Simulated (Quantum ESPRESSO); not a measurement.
LiCl:

```
CELL_PARAMETERS angstrom
0.00000 2.56477 2.56477
2.56477 0.00000 2.56477
2.56477 2.56477 0.00000
ATOMIC_POSITIONS crystal
Cl 0.50000 0.50000 0.50000
Li 0.00000 0.00000 0.00000
```

Program: Quantum ESPRESSO 7.5. Alike in all runs: task dielectric tensor; no spin polarisation; cell as given; cutoff (eV) 1007; smearing fermi-dirac 0.05 eV.

Problem. Order these runs on this cell by their pressure, lowest first.
A. level LDA; potentials or basis PseudoDojo 0.4.1 SR LDA standard; k mesh 10 × 10 × 10; form of the LDA correlation PW92
B. level BLYP; potentials or basis PseudoDojo 0.4.1 SR PBE standard; k mesh 6 × 6 × 6, shifted
C. level PBEsol; potentials or basis PseudoDojo 0.4.1 SR PBEsol standard; k mesh 6 × 6 × 6, shifted
D. level PBE; potentials or basis PseudoDojo 0.4.1 SR PBE standard; k mesh 6 × 6 × 6, shifted

Solution. A (-3.3 GPa), C (-1.3 GPa), D (0.4 GPa), B (2.0 GPa).

Caveats: the cell is more than 3 GPa from zero pressure, which shifts response properties (some runs); on a mesh that holds Γ this program's dielectric tensor can be off by some percent beyond the error of the mesh (some runs); the potentials were made for another functional, which shifts forces and pressure (some runs).
